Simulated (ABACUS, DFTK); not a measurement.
Given: the input of a run of ABACUS 3.10.1 on NiO. 

The input INPUT:

```
INPUT_PARAMETERS
suffix              NiO
calculation         scf
basis_type          pw
pseudo_dir          ./
symmetry            1
dft_functional      pbe
ecutwfc             98
pseudo_rcut         10
nspin               2
nbands              17
ks_solver           dav
smearing_method     fd
smearing_sigma      0.00367493
scf_thr             1e-08
scf_nmax            100
mixing_type         broyden
mixing_beta         0.4
cal_force           1
cal_stress          1
kpar                4
```

Contents of STRU:

```
ATOMIC_SPECIES
Ni 58.6934 Ni.upf
O 15.9990 O.upf

LATTICE_CONSTANT
1.8897261246

LATTICE_VECTORS
0.0000000000 2.0859016414 2.0859016414
2.0859016414 0.0000000000 2.0859016414
2.0859016414 2.0859016414 0.0000000000

ATOMIC_POSITIONS
Direct

Ni
0.0
1
0.0000000000 0.0000000000 0.0000000000 1 1 1 mag 1

O
0.0
1
0.5000000000 0.5000000000 0.5000000000 1 1 1 mag 0
```

The input KPT:

```
K_POINTS
0
Gamma
11 11 11 0 0 0
```

Potentials or basis: PseudoDojo NC SR 0.4.1 PBE standard, plane waves.

Run with:

```console
$ OMP_NUM_THREADS=1 mpirun -np 4 abacus > log
```

Set up the same calculation for DFTK 0.8.2. Potentials or basis there: PseudoDojo SR PBE 0.4.1 standard (PBE), cutoff 1333 eV.

As run (cutoffs and basis follow the program's own potentials, and thresholds, step limits or extra output files can differ):

run.jl

```julia
using DFTK
using PseudoPotentialData
using Unitful, UnitfulAtomic
using LinearAlgebra, Printf
include("save.jl")
disable_threading()

# lattice vectors are the columns
lattice = austrip(1u"Å") * [           0.0   2.0859016414   2.0859016414;
             2.0859016414            0.0   2.0859016414;
             2.0859016414   2.0859016414            0.0]
symbols   = [:Ni, :O]
positions = [[0.0, 0.0, 0.0],
             [0.5, 0.5, 0.5]]
pseudopotentials = PseudoFamily("dojo.nc.sr.pbe.v0_4_1.standard.upf")
elements = Dict(s => ElementPsp(s, pseudopotentials) for s in unique(symbols))
atoms    = [elements[s] for s in symbols]
magnetic_moments = [1.0, 0.0]

build_model(lattice, positions; symmetries=true) =
    model_DFT(lattice, atoms, positions;
              functionals=PBE(),
              magnetic_moments,
              spin_polarization=:collinear,
              temperature=austrip(0.05u"eV"),
              smearing=Smearing.FermiDirac(),
              symmetries)
Ecut  = 49.0  # hartree
kgrid = [11, 11, 11]
tol   = 1e-6
to_GPa = ustrip(uconvert(u"GPa", 1u"hartree/bohr^3"))

model = build_model(lattice, positions)
basis = PlaneWaveBasis(model; Ecut, kgrid)
display(basis)
scfres = self_consistent_field(basis;
                               tol,
                               ρ=guess_density(basis, magnetic_moments),
                               nbandsalg=AdaptiveBands(model; n_bands_converge=17))
display(scfres.energies)
@printf "Fermi level: %.6f eV\n" ustrip(auconvert(u"eV", something(scfres.εF, NaN)))
forces = compute_forces_cart(scfres)
println("Forces (eV/Å)")
for (s, f) in zip(symbols, forces)
    @printf "%-3s %12.6f %12.6f %12.6f\n" s ustrip.(auconvert.(u"eV/Å", f))...
end
stress = compute_stresses_cart(scfres)
println("Stress (GPa)")
display(round.(stress * to_GPa; digits=4))
@printf "Total moment: %.4f μB\n" sum(spin_density(scfres.ρ)) * scfres.basis.dvol
println("Levels at the first k-point (eV): ", round.(ustrip.(auconvert.(u"eV", scfres.eigenvalues[1][1:scfres.n_bands_converge])); digits=4))
save_scf!(scfres; forces, stress)
```

Potentials or basis: dojo.nc.sr.pbe.v0_4_1.standard.upf (PBE).

Launch:

```bash
$ julia --threads=1 run.jl  # save.jl only writes the numbers to a file and isn't shown; printed stress counts tension as positive; times include loading and compiling
```

Both were run:

|  | ABACUS | DFTK |
| --- | --- | --- |
| Pressure | 6.1 GPa | 6.0 GPa |
| Net moment | 1.83 μB per cell | 1.83 μB per cell |
| Absolute moment | 1.84 μB per cell | 1.84 μB per cell |

The magnetic state is the one that the start led to; the real crystal's order can differ.

Pressure is positive in compression.
